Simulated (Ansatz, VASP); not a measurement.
**One calculation of Co, two programs**

```
Co
1.0
     0.00000    2.49389    2.49389
     2.49389    0.00000    2.49389
     2.49389    2.49389    0.00000
Co
2
Cartesian
  0.0000 0.0000 0.0000
  1.2469 1.2469 1.2469
```

Alike in both runs: functional PBEsol; k mesh 6 × 6 × 6; occupations gaussian, width 0.1 eV; collinear spin.

Ansatz relaxed the structure, and its values are those at the end. VASP's run is a single point on that final structure, the one shown.

```csv
,VASP,Ansatz
version,VASP 6.6.1,Ansatz 0.2.0
potentials or method,"VASP PAW PBE potentials, release 64 (Co)","scalar-relativistic, plane waves, PAW"
plane-wave cutoff (eV),520,420
valence electrons in the cell,18,34
```

```tsv
	VASP	Ansatz	Ansatz less VASP
gap on the k mesh at the Fermi level (eV)	none	none	-
pressure (GPa)	-0.8	0.0	+0.84
net moment per atom (μB)	1.65	1.65	0.000
size of the moment on the site where the two differ most (μB)	1.64	1.66	+0.021
```

Site moments also hang on the region over which each program counts them. A gap of «none» marks a metal or a gap that the smearing closes. The functional is the same, so the differences come from potentials, cutoffs and numerics. The two sets of potentials don't hold the same shells in valence.

Caveats: the k mesh is coarse (spacing up to 0.36 Å⁻¹), so the values aren't converged; the PAW data sets were made with another functional, which shifts forces and pressure a little (VASP).
